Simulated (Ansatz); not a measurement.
# KBr: pressure and energy less free atoms against volume scale

Results calculated with Ansatz 0.2.0, not measured. Periodic Kohn-Sham DFT of a crystal at fixed atoms, scaled to volume_scale times the given cell; pressure positive in compression, energy less spherical unpolarised free atoms, largest_vzz the field gradient of largest size among the nuclei.

The cell before it is scaled or strained (space group F-43m, No. 216):
```
cell vectors (Å)
   0.0000     3.7147     3.7147
   3.7147     0.0000     3.7147
   3.7147     3.7147     0.0000
atoms (fractions of the cell vectors)
K   0.00000  0.00000  0.00000
Br  0.25000  0.25000  0.25000
```

Settings of every row: method all-electron LAPW; functional PBE; relativity scalar; k mesh 11x11x11; filling fermi-dirac; smearing width 0.08 eV; basis error target 0.25 meV/atom; nucleus gaussian.

Atom start moment: 0 on all atoms.

Limits: the cell comes from a prototype or a list of computed structures and needn't be the stable phase.

| row | volume scale | V (Å³/atom) | pressure (GPa) | energy less free atoms (eV/atom) |
| --- | --- | --- | --- | --- |
| 1 | 0.95 | 48.696 | 0.586 | -2.9969 |
| 2 | 0.975 | 49.978 | 0.297 | -3.0004 |
| 3 | 1 | 51.259 | 0.046 | -3.0017 |
| 4 | 1.025 | 52.541 | -0.172 | -3.0012 |
| 5 | 1.05 | 53.822 | ? | ? |

Question: what pressure and energy less free atoms should row 5 give?

Worked fit of pressure. Take u = (V_r/V)^(2/3) − 1 with V_r = 50.618 Å³ an atom, which is twice the finite (Eulerian) strain; such expansions in the strain, on which the Birch-Murnaghan equation of state is built, carry the rest volume and the bulk modulus. The shown rows have u = 0.02614, 0.00852, -0.00835, -0.02455. Least squares give pressure = 0.1671 + 14.883 × u + 43.61 × u² GPa; a straight line predicts inner rows, each left out in turn, worse (root mean square 0.018 against 0.00022 GPa). All shown rows lie on it to the printed digit. The pressure vanishes at u = -0.0116, or V = 51.51 Å³ an atom, and there the bulk modulus at fixed shape and fractions is B = −V dP/dV = (2/3)(1 + u) dP/du = 9.14 GPa. The withheld row has u = -0.04009, so the fit gives 0.1671 + 14.883 × (-0.04009) + 43.61 × (-0.04009)² = -0.359 GPa.

The calculation gave -0.362 GPa. The fit lies 0.003 GPa (0.32 % of the column's range) above it; its largest miss of a shown row is 0.000 GPa. This row lies beyond the range of the fit.

Worked fit of energy less free atoms. Take u = (V_r/V)^(2/3) − 1 with V_r = 50.618 Å³ an atom, which is twice the finite (Eulerian) strain; such expansions in the strain, on which the Birch-Murnaghan equation of state is built, carry the rest volume and the bulk modulus. The shown rows have u = 0.02614, 0.00852, -0.00835, -0.02455. Least squares give energy less free atoms = −3.0013 + 0.0791 × u + 3.401 × u² eV/atom; a straight line predicts inner rows, each left out in turn, worse (root mean square 0.0014 against 5e-05 eV/atom). All shown rows lie on it to the printed digit. Its lowest point lies at u = -0.0116, or V = 51.51 Å³ an atom, and the curvature there gives the bulk modulus at fixed shape and fractions, B = (4/9)(1 + u)² E″(u)/V = 9.19 GPa. The withheld row has u = -0.04009, so the fit gives −3.0013 + 0.0791 × (-0.04009) + 3.401 × (-0.04009)² = -2.9990 eV/atom.

The calculation gave -2.999 eV/atom. The fit meets it to the printed digit. This row lies beyond the range of the fit.
